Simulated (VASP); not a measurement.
Here is a VASP 6.6.1 calculation.

INCAR

```
SYSTEM = As
ALGO = Fast
DIPOL = 0.5 0.5 0.392
EDIFF = 1E-7
ENCUT = 520
GGA = PE
IDIPOL = 3
ISIF = 2
ISMEAR = 0
IVDW = 12
LASPH = .TRUE.
LCHARG = .FALSE.
LDIPOL = .TRUE.
LREAL = .FALSE.
LWAVE = .FALSE.
NBANDS = 18
NELM = 60
PREC = Accurate
SIGMA = 0.05
```

File KPOINTS:

```
k-points
0
G
  9 9 1
  0 0 0
```

Contents of POSCAR:

```
As
1.0
    3.5713380906      0.0000000000      0.0000000000
   -1.7856690453      3.0928695120      0.0000000000
    0.0000000000      0.0000000000     20.2952802043
As
4
Direct
    0.3333333333      0.6666666667      0.2905917062
    0.6666666667      0.3333333333      0.2217264287
    1.0000000000      0.3333333333      0.5624598473
    0.6666666667      0.6666666667      0.4935945698
```

Potentials or basis: VASP PAW PBE potentials, release 64 (As).

Launch:

```console
$ cat potpaw_PBE.64/As/POTCAR > POTCAR
$ mpirun -np 1 vasp_std > vasp.out
```

**Question.** What does it give for the band gap on the k mesh?

**Answer.** 1.35 eV, indirect (least direct gap 1.91 eV).

**Question.** Predict the dispersion energy per atom.

**Answer.** -0.247 eV.

**Question.** Estimate the largest force.

**Answer.** 0.154 eV/Å.

Forces on the atoms (eV/Å):
```
As  -0.007  0.001  0.153
As  -0.004 -0.001 -0.073
As   0.004 -0.001  0.073
As   0.007  0.001 -0.153
```
